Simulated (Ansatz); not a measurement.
# ZnAu under strain

Computed with Ansatz, DFT r2SCAN, scalar-relativistic, plane waves, PAW. Settings: 500 eV cutoff, 16×16×16 k-mesh, Gaussian smearing of 0.10 eV, no spin polarisation.

Reference structure (relaxed):

```yaml
crystal:
  lattice:
    - [3.14851, 0.00000, 0.00000]
    - [0.00000, 3.14851, 0.00000]
    - [0.00000, 0.00000, 3.14851]
  atoms:
    - { symbol: Zn, position: [0.50000, 0.50000, 0.50000] }
    - { symbol: Au, position: [0.00000, 0.00000, 0.00000] }
```

Deformation: c alone is stretched, the rest of the cell is held and the atoms relax, all within the symmetry that the strain leaves. Energies are extrapolated to zero smearing. Stress is positive in compression, on the Cartesian axes of the cell above.

Spin–orbit coupling is left out, which can shift energies with elements as heavy as these.

Strains computed: -4.5, -3.0, -1.5, +1.5, +3.0, +4.5 %.

Q: At which strain does the energy stand 13.1 meV/atom over the relaxed crystal with σxx = -4.99, σyy = -4.99, σzz = -5.83 GPa?

A: +4.5 %.

Cost: 7 runs of about 6 core-minutes in all, on Arm Neoverse N1 (shared hosts).